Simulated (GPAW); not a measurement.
Crystal: NiO.

```xyz
2
Lattice="0.0000 2.0859 2.0859 2.0859 0.0000 2.0859 2.0859 2.0859 0.0000" Properties=species:S:1:pos:R:3 pbc="T T T"
Ni    0.0000    0.0000    0.0000
O     2.0859    2.0859    2.0859
```

Base run:

```yaml
Program: GPAW 26.7.0
Functional: PBE
Potentials_or_basis: GPAW PAW data sets (gpaw-data 1.2.1)
Cutoff: 650 eV
Basis: pw
k_mesh: 9 × 9 × 9
Occupations: fermi-dirac, width 0.05 eV
Spin: collinear spin, ferromagnetic start
Starting_moments: "[1.0, 0.0] μB"
Hubbard_terms: Ni d U = 5 eV
```

Its results: band gap on the k mesh 2.26 eV, indirect (least direct gap 3.04 eV); pressure 12.2 GPa; net moment 2.00 μB per cell; site moments Ni +1.78; O +0.15 μB.

Q: The run is repeated on the same cell with these changes: potentials or basis from GPAW PAW data sets (gpaw-data 1.2.1) to GPAW PAW data sets (gpaw-data 1.2.1), newer versions; hubbard terms from Ni d U = 5 eV to Ni d U = 4 eV; valence electrons from 22 to 24. What comes out?

A: Band gap on the k mesh 1.74 eV, indirect (least direct gap 2.49 eV); pressure 8.3 GPa; net moment 2.00 μB per cell; site moments Ni +1.75; O +0.17 μB.

Caveats: the cutoff is short for stress and forces, so pressures can be off by a GPa or more; an odd mesh through Γ misses points on the zone boundary, where band edges often lie; a cell with one magnetic atom can't hold antiferromagnetic order, which such compounds often take; the stock nickel data set gives pressures a few GPa off other programs (some runs).
